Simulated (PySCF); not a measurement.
C5H5N.
Bonds: C1–C2 (aromatic), C2–C3 (aromatic), C3–N4 (aromatic), N4–C5 (aromatic), C5–C6 (aromatic), C1–C6 (aromatic). Hydrogens: H7 on C1; H8 on C2; H9 on C3; H10 on C5; H11 on C6.

A GFN2-xTB structure was refined with B3LYP/def2-SVP geometry optimisation, gas phase (PySCF 2.14.0). Its GFN2-xTB values:

| coordinate | GFN2-xTB |
| --- | --- |
| C1–C2 | 1.386 Å |
| C1–H7 | 1.081 Å |
| C2–C3 | 1.387 Å |
| C2–H8 | 1.079 Å |
| C3–N4 | 1.322 Å |
| C3–H9 | 1.082 Å |
| C1–C2–C3 | 118.2° |
| C2–C1–C6 | 118.7° |
| C2–C3–N4 | 123.4° |
| C3–N4–C5 | 118.1° |

Q: How do these coordinates change at the B3LYP/def2-SVP level?

A: 
| coordinate | B3LYP/def2-SVP (Å or °) | change |
| --- | --- | --- |
| C3–H9 | 1.097 | +0.015 |
| C3–N4 | 1.336 | +0.014 |
| C2–H8 | 1.093 | +0.014 |
| C2–C3 | 1.399 | +0.012 |
| C1–H7 | 1.093 | +0.012 |
| C1–C2 | 1.397 | +0.011 |
| C3–N4–C5 | 117.7 | -0.4 |
| C2–C1–C6 | 118.5 | -0.2 |
| C1–C2–C3 | 118.4 | +0.2 |
| C2–C3–N4 | 123.5 | +0.1 |

The energy falls by 4.4 kJ/mol over 5 energy and gradient evaluations, the largest force component goes from 0.0146 to 3.8e-04 Eh/bohr, and the atoms move by 0.021 Å rms after alignment. Among the bonds, C3–N4, N4–C5, C2–H8, C3–H9, C5–H10 and C6–H11 change most and about equally (+0.014 to +0.015 Å). Bonds longer at the end by more than 0.005 Å: 11 of 11; shorter: 0. Rotational constants go from 6122, 5917, 3009 to 6015, 5801, 2953 MHz.

The run used 109 basis functions and 29 SCF cycles in all. Time: 14 s wall; peak memory 0.54 GiB. Hardware: one thread, Arm Neoverse V1 (aarch64), no GPU, shared host with 32 logical CPUs at a one-minute load of 23.

Stationary, but not proved a minimum.
